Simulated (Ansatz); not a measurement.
## Structure relaxation of RuS2

These are results of Ansatz, DFT PBE, scalar-relativistic, plane waves, PAW, not measurements. Cutoff 420 eV, Γ-centred k mesh, Gaussian smearing, no spin polarisation in the final step.

This is the end of a relaxation of cell and atoms.

```
CELL_PARAMETERS angstrom
5.64897 0.00000 0.00000
0.00000 5.64897 0.00000
0.00000 0.00000 5.64897
ATOMIC_POSITIONS crystal
Ru 0.00000 0.50000 0.50000
Ru 0.50000 0.50000 0.00000
Ru 0.50000 0.00000 0.50000
Ru 0.00000 0.00000 0.00000
S 0.38668 0.11332 0.88668
S 0.11332 0.88668 0.38668
S 0.88668 0.38668 0.11332
S 0.61332 0.61332 0.61332
S 0.38668 0.38668 0.38668
S 0.11332 0.61332 0.88668
S 0.88668 0.11332 0.61332
S 0.61332 0.88668 0.11332
```

Energies over the elements count from the elements' standard structures at the same level, with no empirical corrections.

(1) What space group does it have?

(2) How far does it lie from the elements in energy?

(3) Is it a metal?

Answers

(1) Pa-3 (No. 205). Conventional cell: a = 5.649 Å. Around Ru lie 6 S at 2.36 Å; S has 1 S at 2.22 Å and 3 Ru at 2.36 Å.

(2) -0.564 eV/atom.

(3) No, the gap on the 6×6×6 mesh is 0.59 eV.

The final run used a 6×6×6 mesh on its 12-atom cell and 0.02 eV smearing.

Cost: 3 runs of about 1.8 core-minutes in all, on AMD EPYC 7B13 (Zen 3) (shared hosts).